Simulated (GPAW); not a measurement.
# ZnO (zincite) (P6_3mc) in GPAW: band structure with RPBE

Aim: the band structure of ZnO (zincite) with RPBE.

All numbers are computed with GPAW 26.7.0; they aren't measurements. Logs are shortened: lines on timing, memory, paths and dates and some standing lists are left out, and cuts for length are marked. The log counts tension as positive stress, the text compression.

**The experiment to reproduce.**

From “Electronic structure of alkaline earth and post-transition metal oxides”, 2009, arxiv:0908.1581, for a bulk crystal of ZnO: band gap 3.37 eV.

The results are compared with them further down.

### Step 1. Starting point

It takes space group P6_3mc (No. 186, hexagonal). The conventional cell has a = 3.249 Å, b = 3.249 Å, c = 5.206 Å, α = 90.00°, β = 90.00°, γ = 120.00°. Around Zn (site symmetry 3m) lie 4 O at 1.97 to 1.98 Å. O (site symmetry 3m) is surrounded by 4 Zn at 1.97 to 1.98 Å.

### Step 2. Band structure, RPBE

Contents of run.py:

```python
from ase.dft.bandgap import bandgap
from ase.io import read, write
from ase.units import Bohr, GPa
from gpaw import GPAW, PW
from gpaw.elf import elf_from_dft_calculation

atoms = read('POSCAR')

calc = GPAW(mode=PW(800),
            xc='RPBE',
            kpts={'size': (9, 9, 5), 'gamma': True},
            occupations={'name': 'fermi-dirac', 'width': 0.05},
            nbands=31,
            convergence={'density': 1e-05, 'energy': 1e-05},
            maxiter=150,
            txt='gpaw.txt')
atoms.calc = calc
energy = atoms.get_potential_energy()
forces = atoms.get_forces()
stress = atoms.get_stress()
calc.write('gs.gpw')
write('result.traj', atoms)
print(f'Energy: {energy:.6f} eV')
print('Forces (eV/A):')
print(forces.round(4))
print('Stress (GPa):', (stress / GPa).round(3))
print('Fermi level:', round(calc.get_fermi_level(), 4), 'eV')
print(f'Gap: {bandgap(calc)[0]:.4f} eV, direct: {bandgap(calc, direct=True)[0]:.4f} eV')

# fields on the real-space grid
write('density.cube', atoms, data=calc.get_pseudo_density() * Bohr**3)
write('potential.cube', atoms, data=calc.get_electrostatic_potential())
write('elf.cube', atoms, data=elf_from_dft_calculation(calc).data)

path = atoms.cell.bandpath('GMKGALHA,LM,KH', npoints=60, eps=1e-4)
bs_calc = calc.fixed_density(kpts=path, symmetry='off', nbands=45,
                             convergence={'bands': 'CBM+6.0', 'eigenstates': 1e-6}, txt='bands.txt')
bs = bs_calc.band_structure()
bs.write('bs.json')
print(f'Gap on the path: {bandgap(bs_calc)[0]:.4f} eV')
```

Contents of POSCAR:

```
ZnO
1.0
    3.2493080000      0.0000000000      0.0000000000
   -1.6246540000      2.8139832727      0.0000000000
    0.0000000000      0.0000000000      5.2057090000
Zn O
2 2
Direct
    0.6666666667      0.3333333333      0.0000000000
    0.3333333333      0.6666666667      0.5000000000
    0.3333333333      0.6666666667      0.8790100000
    0.6666666667      0.3333333333      0.3790100000
```

Potentials or basis: the program's PAW data sets (release 1.2.1) made for this functional, pw.

Launch:

```
> OMP_NUM_THREADS=1 python run.py
```

gpaw.txt:

```text
__  _  _
 | _ |_)|_||  |
 |__||  | ||/\| - 26.7.0

Input parameters:
  mode=PW(ecut=800.0),
  convergence={'density': 1e-05, 'energy': 1e-05},
  kpts=MonkhorstPack(size=(9, 9, 5), gamma=True),
  maxiter=150,
  nbands=31,
  occupations=Occupations(name='fermi-dirac', width=0.05),
  xc=XC(name='RPBE')

Diagonalizing LCAO Hamiltonian
Converting LCAO to pw mode

        O

        Zn

           O

           Zn

Atoms  # Å, Bohr magnetons
|   | symbol |         x |        y |        z |    initial magnetic moments |
|---|--------|-----------|----------|----------|-----------------------------|
| 0 |     Zn |  1.624654 | 0.937994 | 0.000000 | ( 0.0000,  0.0000,  0.0000) |
| 1 |     Zn | -0.000000 | 1.875989 | 2.602854 | ( 0.0000,  0.0000,  0.0000) |
| 2 |      O | -0.000000 | 1.875989 | 4.575870 | ( 0.0000,  0.0000,  0.0000) |
| 3 |      O |  1.624654 | 0.937994 | 1.973016 | ( 0.0000,  0.0000,  0.0000) |

Unit cell  # Å
| periodic |         x |        y |        z |  lengths |     angles |
|----------|-----------|----------|----------|----------|------------|
|      yes |  3.249308 | 0.000000 | 0.000000 | 3.249308 |  90.000000 |
|      yes | -1.624654 | 2.813983 | 0.000000 | 3.249308 |  90.000000 |
|      yes |  0.000000 | 0.000000 | 5.205709 | 5.205709 | 120.000000 |

Number of symmetries: 6
Symmetry operations  # r_c * U_cc + t_c -> r_c
|   | kind |            matrix            |
|---|------|------------------------------|
| 0 |  σ   |  1, 1, 0,  0,-1, 0,  0, 0, 1 |
| 1 |  E   |  1, 0, 0,  0, 1, 0,  0, 0, 1 |
| 2 |  C3  |  0, 1, 0, -1,-1, 0,  0, 0, 1 |
| 3 |  σ   |  0,-1, 0, -1, 0, 0,  0, 0, 1 |
| 4 |  σ   | -1, 0, 0,  1, 1, 0,  0, 0, 1 |
| 5 |  C3  | -1,-1, 0,  1, 0, 0,  0, 0, 1 |

BZ-sampling:
  Number of BZ points: 405
  Number of IBZ points: 50

  Monkhorst-Pack size: [9, 9, 5]
  Monkhorst-Pack shift: [0, 0, 0]

K-points  # in reciprocal-cell coordinates
|     |                                coordinates |     weight |
|-----|--------------------------------------------|------------|
|   0 | (  0.00000000,   0.00000000,   0.00000000) | 0.00246914 |
|   1 | (  0.00000000,   0.00000000,   0.20000000) | 0.00493827 |
|   2 | (  0.00000000,   0.00000000,   0.40000000) | 0.00493827 |
|   3 | (  0.11111111,   0.00000000,  -0.40000000) | 0.01481481 |
|   4 | (  0.11111111,   0.00000000,  -0.20000000) | 0.01481481 |
|   5 | (  0.11111111,   0.00000000,   0.00000000) | 0.01481481 |
|   6 | (  0.11111111,   0.00000000,   0.20000000) | 0.01481481 |
|   7 | (  0.11111111,   0.00000000,   0.40000000) | 0.01481481 |
|   8 | (  0.22222222,  -0.11111111,   0.00000000) | 0.01481481 |
|   9 | (  0.22222222,  -0.11111111,   0.20000000) | 0.02962963 |
| ... |                                            |            |
|  49 | (  0.44444444,   0.44444444,   0.40000000) | 0.02962963 |

Plane wave coefficients: 2471
Cutoff: 800.0 eV

Spin-components: 1 (collinear spins)
Bands:           31
Projectors:      22
Spin-degeneracy: 2
Datatype:        complex128

Parallelization:
  kpt:    1
  domain: 1
  band:   1

Density:
  Valence electrons: 36.0
  Components: 1
  Grid points: [24 24 35]
  Charge: 0.0  # |e|

Potential:
  Grid points: [24 24 35]

species:
  Zn:
    name:    Zinc
    Z:       30.0
    valence: 12
    core:    18
    charge:  0.0  # [|e|]
    compensation charges:
      type: gauss
      rc: 0.37  # [Å]
      lmax: 2
    cutoffs:
      filter: 2.14  # [Å]
      core: 2.28  # [Å]
    projectors
    | kind |    occ | energy [eV] | rcut [Å] |
    |------|--------|-------------|----------|
    |   4s |  2.000 |      -5.882 |    1.286 |
    |   4p |  0.000 |      -1.115 |    1.270 |
    |   3d | 10.000 |     -10.078 |    1.180 |
    |    s |        |      21.329 |    1.286 |
    |    p |        |      26.096 |    1.270 |
    |    d |        |      17.133 |    1.180 |

    Using partial waves for Zn as LCAO basis

  O:
    name:    Oxygen
    Z:       8.0
    valence: 6
    core:    2
    charge:  0.0  # [|e|]
    compensation charges:
      type: gauss
      rc: 0.21  # [Å]
      lmax: 2
    cutoffs:
      filter: 1.17  # [Å]
      core: 0.83  # [Å]
    projectors
    | kind |    occ | energy [eV] | rcut [Å] |
    |------|--------|-------------|----------|
    |   2s |  2.000 |     -24.041 |    0.688 |
    |   2p |  4.000 |      -8.984 |    0.598 |
    |    s |        |       3.170 |    0.688 |
    |    p |        |      18.228 |    0.598 |
    |    d |        |       0.000 |    0.619 |

    Using partial waves for O as LCAO basis

Reference energy: -101820.179547  # eV

eigensolver:
  PPCG
  Converge bands: occupied
  niter=2

density mixing:
  MSR1-Mixer
  Pratt-step length: 0.05
  Maximum mixing coefficient: 0.75
  Old densities: 10
  SVD Regularization: 0.005
  Good broyden scale: 1.0
  Trust region scale: 1.0
  Backstep threshold: 4.0
  History deletion threshold: 6.0
  Fourier metric: weight=20.0, sigma=0.015

occupation numbers:
  Fermi-Dirac:
    width: 0.0500  # eV

poisson solver:
  ecut: 6400.0  # eV

xc functional:
  name: RPBE with 2 nearest neighbor stencil

convergence criteria:
- Maximum integral of absolute [dens]ity change: 1e-05 electrons / valence electron
- Maximum [total energy] change in last 3 cyles: 1e-05 eV / valence electron
- Maximum integral of absolute [eigenst]ate change: 4e-08 eV^2 / valence electron
maximum number of iterations: 150

SCF iterations
|iter     | |      energy | eigst |  dens |
|---------|-|-------------|-------|-------|
|iter:   1| |  -20.036785 | +0.61 |       |
|iter:   2| |  -19.107659 | -1.47 | -0.98 |
|iter:   3| |  -16.819030 | -0.43 | -1.03 |
|iter:   4| |  -16.831197 | -2.86 | -1.62 |
|iter:   5| |  -16.847772 | -2.37 | -1.86 |
|iter:   6| |  -16.848220 | -4.24 | -2.84 |
|iter:   7| |  -16.848546 | -4.72 | -3.17 |
|iter:   8| |  -16.848606 | -5.14 | -3.56 |
|iter:   9| |  -16.848606c| -6.50 | -4.14 |
|iter:  10| |  -16.848606c| -7.43c| -4.55 |
|iter:  11| |  -16.848607c| -7.16 | -4.87 |
|iter:  12| |  -16.848607c| -8.87c| -6.00c|

Converged in 12 steps
Energy contributions relative to reference atoms: (reference = -101820.179547)

Energy contributions:
  Kinetic:          45.256989
  Coulomb:         -39.453027
  Zero:              0.464500
  External:          0.000000
  Xc:              -23.117068
  Entropy:          -0.000001
  Spinorbit:         0.000000
  ----------------------------
  Free energy:     -16.848607
  Extrapolated:    -16.848607

dipole moment: (0.000004, -0.000002, -8.244067)  # |e|*Ang

Fermi level: 4.570
Eigenvalues  # (at kpt = [0.000, 0.000, 0.000])
| band index |      eig [eV] | occ [0-2] |
|------------|---------------|-----------|
|          0 |       -14.033 |     2.000 |
|        ... |               |           |
|         10 |        -0.204 |     2.000 |
|         11 |        -0.204 |     2.000 |
|         12 |         0.062 |     2.000 |
|         13 |         3.275 |     2.000 |
|         14 |         3.275 |     2.000 |
|         15 |         4.011 |     2.000 |
[... 8 lines left out ...]
|         24 |        18.306 |     0.000 |
|         25 |        18.310 |     0.000 |
|        ... |               |           |
|         30 |        24.161 |     0.000 |

Gap: 0.897 eV
Transition (v -> c):
  (s=0, k=0, n=17, [0.00, 0.00, 0.00]) -> (s=0, k=0, n=18, [0.00, 0.00, 0.00])
No difference between direct/indirect transitions

Forces  # eV/Ang
|        x |       y |        z |
|----------|---------|----------|
|  0.00000 | 0.00000 | -0.08269 |  # Zn   0
|  0.00000 | 0.00000 | -0.08297 |  # Zn   1
| -0.00000 | 0.00000 |  0.08308 |  # O    2
|  0.00000 | 0.00000 |  0.08266 |  # O    3

Stress tensor  # eV/Ang^3
|         x |         y |         z |
|-----------|-----------|-----------|
| -0.062869 |  0.000000 | -0.000000 |
|  0.000000 | -0.062869 |  0.000000 |
| -0.000000 |  0.000000 | -0.073188 |

# Writing to gs.gpw (mode='')
```

stdout:

```text
Energy: -16.848607 eV
Forces (eV/A):
[[ 0.      0.     -0.0827]
 [ 0.      0.     -0.083 ]
 [-0.      0.      0.0831]
 [ 0.      0.      0.0827]]
Stress (GPa): [-10.073 -10.073 -11.726   0.     -0.      0.   ]
Fermi level: 4.5696 eV
Gap: 0.8974 eV, direct: 0.8974 eV
Gap on the path: 0.8974 eV
```

It took 2.5 min on 1 thread of Arm Neoverse V2, shared host; peak memory 0.43 GiB.

What came out:

```yaml
Free_energy: -16.8486 eV
Pressure: 10.6 GPa
Largest_force: 0.083 eV/Å
Band_gap_on_the_k_mesh: 0.90 eV, direct
Band_gap_along_the_path: 0.90 eV, direct
```

Forces on the atoms (eV/Å):
```
Zn   0.000  0.000 -0.083
Zn   0.000  0.000 -0.083
O    0.000  0.000  0.083
O    0.000  0.000  0.083
```

Levels at the corners of the path, in eV from the valence-band top:
| point | band 16 | band 17 | band 18 | band 19 | band 20 |
| --- | --- | --- | --- | --- | --- |
| Γ | -0.07 | 0.00 | 0.00 | 0.90 | 5.33 |
| M | -2.26 | -1.26 | -0.82 | 5.87 | 7.00 |
| K | -1.90 | -1.90 | -1.69 | 7.78 | 7.78 |
| Γ | -0.07 | 0.00 | 0.00 | 0.90 | 5.33 |
| A | -0.40 | -0.40 | -0.40 | 3.56 | 3.56 |
| L | -1.50 | -1.34 | -1.34 | 5.84 | 5.84 |
| H | -2.65 | -1.22 | -1.22 | 8.12 | 8.12 |
| A | -0.40 | -0.40 | -0.40 | 3.56 | 3.56 |
| L | -1.50 | -1.34 | -1.34 | 5.84 | 5.84 |
| M | -2.26 | -1.26 | -0.82 | 5.87 | 7.00 |
| K | -1.90 | -1.90 | -1.69 | 7.78 | 7.78 |
| H | -2.65 | -1.22 | -1.22 | 8.12 | 8.12 |

### Step 3. How close it comes

Step 2. Against the measured gap of ZnO, 3.37 eV (quoted in “Electronic structure of alkaline earth and post-transition metal oxides”, 2009, arxiv:0908.1581), the calculated 0.90 eV is off by -2.47 eV. So large a miss can be the level of theory's own, or it may mean another phase, state or a wrong row. The value is that of RPBE, without temperature or zero-point motion. Semilocal functionals fall short of measured gaps as a rule.
